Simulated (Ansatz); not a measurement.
# CuCl (F-43m): a single-point run

Wanted: a converged single-point run for CuCl (F-43m), and a check of what comes out. The structure is shown as the input types it.

Program: Ansatz 0.2.0. Level of theory: DFT r2SCAN, scalar-relativistic, plane waves, PAW. These are calculated values, not measurements.

3 further runs of the same task are left out: 2 that didn't finish, 1 set aside as unsound or not needed.

## Step 1: Starting point

It takes space group F-43m (No. 216, cubic). The conventional cell has a = 5.356 Å, b = 5.356 Å, c = 5.356 Å, α = 90.00°, β = 90.00°, γ = 90.00°. Cu (site symmetry -43m) is surrounded by 4 Cl at 2.32 Å. Cl (site symmetry -43m) has 4 Cu at 2.32 Å as nearest neighbours.

The input asks for a charge of -6 e on the cell.

As a file:

```cif
data_structure
_symmetry_space_group_name_H-M 'F-43m'
_symmetry_Int_Tables_number 216
_cell_length_a 5.3565
_cell_length_b 5.3565
_cell_length_c 5.3565
_cell_angle_alpha 90.000
_cell_angle_beta 90.000
_cell_angle_gamma 90.000
_cell_volume 153.69
loop_
_atom_site_label
_atom_site_type_symbol
_atom_site_symmetry_multiplicity
_atom_site_Wyckoff_symbol
_atom_site_fract_x
_atom_site_fract_y
_atom_site_fract_z
_atom_site_occupancy
Cu1 Cu 4 a 0.00000 0.00000 0.00000 1
Cl1 Cl 4 c 0.25000 0.25000 0.25000 1
```

## Step 2: Running it

Contents of input.yaml:

```yaml
crystal:
  lattice:
    - [0.0, 2.6782434428, 2.6782434428]
    - [2.6782434428, 0.0, 2.6782434428]
    - [2.6782434428, 2.6782434428, 0.0]
  atoms:
    - { symbol: Cu, position: [0.0, 0.0, 0.0] }
    - { symbol: Cl, position: [0.75, 0.75, 0.75] }
basis:
  ecutwfc: 500
  ecutrho_ratio: 4
kpoints:
  mp_grid: { grid: [12, 12, 12] }
hamiltonian:
  xc: r2scan
scf:
  occupations: { method: gaussian, width: 0.05 }
  max_iter: 50
output:
  forces: true
  stress: true
total_charge: -6
```

On the command line:

```bash
$ ansatz run input.yaml --threads 4 --pin off --max-ram 7168MiB --backend cpu --events-out ev --progress --plain --runs-dir out
```

The log of the run:

```text
Warning: RAYON_NUM_THREADS=4 ignored (pool sized by the plan → 4); use --threads N
Engine: ansatz 0.2.0, x86_64-unknown-linux-gnu
Pseudopotentials: kind: paw
Pseudopotential: Cu, paw, valence charge 19, recommended cutoff 500 eV (meta_gga), Cu.paw.azcp
Pseudopotential: Cl, paw, valence charge 7, recommended cutoff 500 eV (meta_gga), Cl.paw.azcp
Functional definition: r2SCAN
  parameter k0 = 0.174
  parameter k1 = 0.065
  parameter a1 = 4.9479
  exchange = r2scan_x(k0 = k0, k1 = k1, a1 = a1)
  correlation = r2scan_c
Crystal: 2 atoms, lattice volume = 38.422 Å³
Basis set: ecut = 500 eV, 941 PW (Γ), exchange–correlation on 120×120×120 points (64 copies of the dense FFT grid, shifted against one another)
Bands: 20, of which v1, the nominal top of the filled ones, is band 16 counted from 1 (15 counted from 0)
Symmetry: 24 space group operations
Space group: F-43m (ITA 216), of the structure as read, at distance tolerance 3.4e-5 Å
k-points: 72 of 1728 (time reversal used)
Non-local potential: Cu, projectors of the file, l = 0: 3, l = 1: 2, l = 2: 3, l = 3: 1
Non-local potential: Cl, projectors of the file, l = 0: 2, l = 1: 2, l = 2: 2
PAW form: soft (Blöchl's): semilocal exchange-correlation on the pseudo side does not see the compensation charge
PAW frozen core: Cu, regenerated for the run's functional (the file was generated under x = pbe(κ = 0.804, μ = 0.2195149727645171), c = pbe(β = 0.06672455060314922))
PAW frozen core: Cl, regenerated for the run's functional (the file was generated under x = pbe(κ = 0.804, μ = 0.2195149727645171), c = pbe(β = 0.06672455060314922))
PAW one-centre angular grid: Cu, 590 points (default); XC on 160 Gauss nodes
PAW one-centre angular grid: Cl, 302 points (default); XC on 160 Gauss nodes
Initial density: superposition of atomic densities (neutral atoms scaled as one to the charged cell's electrons: chi_scale 0, normalization atom), corrected by the library's trained network
Initial wavefunctions: pseudopotential atomic-orbital guess
Functional: x = r2scan, c = r2scan; τ floored in thin density (d = 2e-4 eV/Å³)
SCF iter   1: F=—  HF=-8289.064677 eV  |F-HF|=—  |Δ(HF+E_count)|=         —  Δρ=2.54e0  dr2=1.95e3  dr2_τ=7.84e0  ethr=1.77e-3  ⟨swp⟩=7.1  Hψ=9084  notcnv=0
preconditioner: auto → LDOS  [insulator: Δε(μ)=0.087 eV  Ē_g=16.990 eV  σ=0.050 eV  W_gap=0.66  n_scr=14 (ndim 8)  ℏωp=32.8 eV  f_vac=0.134  D(μ)=0.92/eV (n_scr^D=8)  ε∞_Penn≈4.7  β→1.0]
SCF iter   2: F=—  HF=-9196.594106 eV  |F-HF|=—  |Δ(HF+E_count)|=    9.08e2  Δρ=3.22e0  dr2=3.33e3  dr2_τ=9.19e1  ethr=1.77e-3  ⟨swp⟩=15.5  Hψ=23328  notcnv=0  defer=28
preconditioner: auto → none  [insulator: Δε(μ)=0.205 eV  Ē_g=6.094 eV  σ=0.050 eV  W_gap=1.00  n_scr=14 (ndim 8)  ℏωp=14.7 eV  f_vac=0.000  D(μ)=0.01/eV (n_scr^D=0)  ε∞_Penn≈6.8  β→0.5]
SCF iter   3: F=—  HF=-7939.128082 eV  |F-HF|=—  |Δ(HF+E_count)|=    1.26e3  Δρ=1.35e0  dr2=5.10e2  dr2_τ=2.74e0  ethr=1.77e-3  ⟨swp⟩=11.3  Hψ=13165  notcnv=1  defer=14
SCF iter   4: F=—  HF=-7656.396853 eV  |F-HF|=—  |Δ(HF+E_count)|=    2.83e2  Δρ=5.34e-1  dr2=7.29e1  dr2_τ=4.24e-1  ethr=1.77e-3  ⟨swp⟩=9.9  Hψ=7302  notcnv=0  defer=47
SCF iter   5: F=—  HF=-7642.059829 eV  |F-HF|=—  |Δ(HF+E_count)|=    1.43e1  Δρ=1.34e-1  dr2=6.42e0  dr2_τ=1.45e-1  ethr=1.77e-3  ⟨swp⟩=7.3  Hψ=5148  notcnv=0  defer=45
SCF iter   6: F=—  HF=-7643.622070 eV  |F-HF|=—  |Δ(HF+E_count)|=    1.56e0  Δρ=4.22e-2  dr2=4.03e-1  dr2_τ=1.04e-1  ethr=1.77e-3  ⟨swp⟩=6.0  Hψ=4004  notcnv=0  defer=37
SCF iter   7: F=—  HF=-7643.796219 eV  |F-HF|=—  |Δ(HF+E_count)|=   1.74e-1  Δρ=3.97e-2  dr2=4.13e-1  dr2_τ=3.93e-2  ethr=1.26e-3  ⟨swp⟩=4.2  Hψ=2872  notcnv=0  defer=21
SCF iter   8: F=—  HF=-7643.955119 eV  |F-HF|=—  |Δ(HF+E_count)|=   1.59e-1  Δρ=3.99e-2  dr2=2.92e-1  dr2_τ=2.43e-2  ethr=1.26e-3  ⟨swp⟩=5.2  Hψ=3136  notcnv=0  defer=21
SCF iter   9: F=—  HF=-7643.820232 eV  |F-HF|=—  |Δ(HF+E_count)|=   1.35e-1  Δρ=1.52e-2  dr2=6.49e-2  dr2_τ=2.79e-3  ethr=9.11e-4  ⟨swp⟩=3.6  Hψ=3416  notcnv=0  defer=18
SCF iter  10: F=—  HF=-7643.816485 eV  |F-HF|=—  |Δ(HF+E_count)|=   3.75e-3  Δρ=2.72e-3  dr2=2.51e-3  dr2_τ=3.15e-4  ethr=2.03e-4  ⟨swp⟩=3.9  Hψ=2407  notcnv=0  defer=19
SCF iter  11: F=—  HF=-7643.816398 eV  |F-HF|=—  |Δ(HF+E_count)|=   8.79e-5  Δρ=1.44e-3  dr2=4.84e-4  dr2_τ=7.39e-7  ethr=7.83e-6  ⟨swp⟩=2.4  Hψ=2330  notcnv=0  defer=15
SCF iter  12: F=—  HF=-7643.816306 eV  |F-HF|=—  |Δ(HF+E_count)|=   9.18e-5  Δρ=1.77e-4  dr2=7.76e-6  dr2_τ=2.75e-8  ethr=1.51e-6  ⟨swp⟩=2.1  Hψ=2071  notcnv=0  defer=13
SCF iter  13: F=—  HF=-7643.816315 eV  |F-HF|=—  |Δ(HF+E_count)|=   9.08e-6  Δρ=3.79e-5  dr2=3.32e-7  dr2_τ=2.02e-9  ethr=2.43e-8  ⟨swp⟩=2.6  Hψ=2255  notcnv=0  defer=13
SCF iter  14: F=-7643.816315 eV  HF=-7643.816315 eV  |F-HF|=1.82e-9  |Δ(HF+E_count)|=   5.14e-8  Δρ=3.45e-6  dr2=2.48e-9  dr2_τ=1.78e-11  ethr=3.13e-10  ⟨swp⟩=9.5  Hψ=9530  notcnv=0
SCF 1 converged in 14 iterations: F = -7643.816315 eV  dr2 = 2.48e-9
SCF converged after 14 iterations
Free energy (F): -7643.816315 eV
Harris-Foulkes:  -7643.816315 eV  (|F-HF|=1.82e-9)
Internal energy: -7643.814928 eV  (E = F + TS)
E sigma→0 (E₀):  -7643.815622 eV
Entropy (-TS):   -0.001387 eV (-0.693 meV/atom)
Fermi energy:    13.105341 eV
--- Per-component energies (eV) ---
  E_band       = -490.426957
  E_kinetic    = 565.268682
  E_local      = -5817.504390  (includes V_loc(G=0)·N_el)
  E_nonlocal   = 463.968866
  E_hartree    = 2576.406226
  E_xc         = -250.374866
  E_vxc        = -352.053947  (∫ρ·V_xc dr)
  E_paw        = -2367.729175  (= ΣΔE_a)
  E_vpaw       = -525.485461  (= ΣTr[D̂ρ^β])
  E_aug_tail   = 0.000194  (compensation charges beyond the density's cutoff)
  E_vtau       = 22.571345  (kinetic-family band-sum trace: ∫τ·v_τ [+ j·A + Jᵃ·Aᵃ] dr)
  E_ewald      = -2813.412953
  E_core_change = -0.437515  (= ΣΔE_core)
  E_smearing   = -0.001387  (= −TS)
  E_closure    = -0.000000  (closes the sum)
  E_deformation_potential = -76.197024  (in the stress; not in F)
  Σ components = -7643.816315   (vs F -7643.816315, Δ=0.00e0)
--- Forces (eV/Å), atoms counted from 1 ---
  atom   1  Cu    -0.00000000    -0.00000000    -0.00000000
  atom   2  Cl    -0.00000000    -0.00000000    -0.00000000
  max |Σ_I F_I| component: 9.02e-17 eV/Å
--- Stress (GPa, compression-positive) ---
       74.837412      -0.000000      -0.000000
        0.000000      74.837412       0.000000
       -0.000000       0.000000      74.837412
  P = ⅓ Tr σ = 74.8374 GPa (748.374 kbar)
```

Wall time 3.6 s (4 threads of Intel Xeon 6975P-C (Granite Rapids), shared host); peak memory 0.57 GiB.

## Step 3: Checking the result

This run ends as converged. It gives a pressure of 75 GPa, which is large; a structure far from rest gives such values too, whatever the setting.

Look at the input: total_charge is -6. With this charge the calculation describes a differently charged system.

To check: delete total_charge (the default then holds).

## Step 4: Second run, to compare

Other changes include scf.max_iter, output requests.

Edit input.yaml of step 2 so:

```diff
@@ -17,3 +17,2 @@
   occupations: { method: gaussian, width: 0.05 }
-  max_iter: 50
 output:
@@ -21,2 +20,2 @@
   stress: true
-total_charge: -6
+  eigenvalues: true
```

On the command line:

```bash
$ ansatz run input.yaml --threads 4 --pin off --max-ram 7168MiB --backend cpu --events-out ev --progress --plain --runs-dir out
```

From the output:

```text
[...]
Basis set: ecut = 500 eV, 941 PW (Γ), exchange–correlation on 120×120×120 points (64 copies of the dense FFT grid, shifted against one another)
[...]
k-points: 72 of 1728 (time reversal used)
[...]
SCF iter   1: F=—  HF=-7715.883734 eV  |F-HF|=—  |Δ(HF+E_count)|=         —  Δρ=2.61e-2  dr2=1.50e-1  dr2_τ=2.19e-3  ethr=1.77e-3  ⟨swp⟩=5.6  Hψ=6358  notcnv=0
preconditioner: auto → none  [insulator: Δε(μ)=1.263 eV  Ē_g=11.324 eV  σ=0.050 eV  W_gap=1.00  n_scr=14 (ndim 8)  ℏωp=25.4 eV  f_vac=0.134  D(μ)=0.00/eV (n_scr^D=0)  ε∞_Penn≈6.0]
SCF iter   2: F=—  HF=-7715.914515 eV  |F-HF|=—  |Δ(HF+E_count)|=   3.08e-2  Δρ=2.67e-2  dr2=1.79e-1  dr2_τ=1.83e-3  ethr=5.78e-4  ⟨swp⟩=2.9  Hψ=3058  notcnv=0
[...]
SCF iter   6: F=—  HF=-7715.863411 eV  |F-HF|=—  |Δ(HF+E_count)|=   1.82e-5  Δρ=2.54e-5  dr2=1.48e-7  dr2_τ=2.54e-8  ethr=2.69e-7  ⟨swp⟩=2.0  Hψ=1583  notcnv=0
SCF iter   7: F=-7715.863411 eV  HF=-7715.863411 eV  |F-HF|=2.37e-9  |Δ(HF+E_count)|=   1.01e-7  Δρ=3.82e-6  dr2=2.27e-9  dr2_τ=3.61e-10  ethr=3.85e-10  ⟨swp⟩=5.4  Hψ=5488  notcnv=0
[...]
SCF converged after 7 iterations
Free energy (F): -7715.863411 eV
[...]
E sigma→0 (E₀):  -7715.863411 eV
Fermi energy:    8.082135 eV
[...]
  P = ⅓ Tr σ = 0.0215 GPa (0.215 kbar)
[...]
```

It took 1.4 s on 4 threads of Intel Xeon 6975P-C (Granite Rapids), shared host; peak memory 0.56 GiB.

| run | ending | energy change | pressure (GPa) | gap (eV) | force (eV/Å) | cycles | time |
| --- | --- | --- | --- | --- | --- | --- | --- |
| first try | converged | not comparable | 74.8 | 0.00 | 0.00 | 14 | 3.6 s |
| second try | converged | - | 0.0 | 0.97 | 0.00 | 7 | 1.4 s |

## Step 5: Results

```
                           quantity                     value
                          first try  converged, 14 SCF cycles
                 fault in the input              wrong charge
                         second try   converged, 7 SCF cycles
energy (zero set by the potentials)             -7715.8634 eV
                           pressure                  0.02 GPa
                    gap on the mesh                   0.97 eV
                      largest force                0.000 eV/Å
```

Both runs converge, but their results differ; on mending, the pressure goes from 74.8 to 0.0 GPa, a gap of 0.97 eV opens on the mesh. Only the second answers the question as it was meant.

These are semilocal Kohn-Sham gaps, which aren't the measured quantity. Such gaps usually fall short of the measured ones. In a charged cell the pressure and stress hold a term of the neutralising background, so they aren't those of the solid.
